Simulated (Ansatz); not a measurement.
**CsCl squeezed and stretched**

A database entry relaxed whole under r2SCAN (Pm-3m):

```
CELL_PARAMETERS angstrom
4.13997 0.00000 0.00000
0.00000 4.13997 0.00000
0.00000 0.00000 4.13997
ATOMIC_POSITIONS crystal
Cs 0.00000 0.00000 0.00000
Cl 0.50000 0.50000 0.50000
```

The cell was scaled uniformly, its shape held, and the atoms relaxed at each volume with plane-wave PAW DFT (Ansatz 0.2.0; r2SCAN, 500 eV, 8×8×8 Γ-centred mesh, fermi-dirac occupations of width 0.020 eV; no spin, no spin-orbit coupling). One row is withheld.

```csv
volume (Å³/atom),energy over the lowest (meV/atom),pressure (GPa),gap over mesh and path (eV)
33.349,8.3,1.33,5.849
34.059,3.6,0.83,5.873
34.769,?,?,?
35.478,0.0,0.00,5.913
36.188,0.8,-0.34,5.910
36.897,3.0,-0.65,5.817
37.607,6.4,-0.91,5.728
```

Question: Fit the pressures of the other rows to the third-order Birch-Murnaghan form.

Answer: With f = [(V₀/V)^(2/3) − 1]/2 and P = 3B₀f(1 + 2f)^(5/2)[1 + 3(B₀′ − 4)f/2], least squares gives V₀ = 35.48 Å³ an atom, B₀ = 18.3 GPa and B₀′ = 5.2; the rows miss the fit by less than 0.01 GPa. The slope of the energies differs from these pressures by less than 0.05 GPa.

Question: How does the gap move with volume?

Answer: It runs from 5.85 eV at the smallest volume to 5.73 eV at the largest, not along one parabola, so no one slope is given.

Question: What does the withheld row hold?

Answer: The fit gives 0.39 GPa at 34.769 Å³; the run gave 0.39 GPa and 0.9 meV an atom. Its gap is 5.895 eV.

Caveats: the shape of the cell was held; 0 K, fixed nuclei; the symmetry was kept, and this need not be the phase that is stable at 0 K; one mesh for all volumes; r2SCAN gaps lie as a rule under measured ones; pressure is positive in compression.
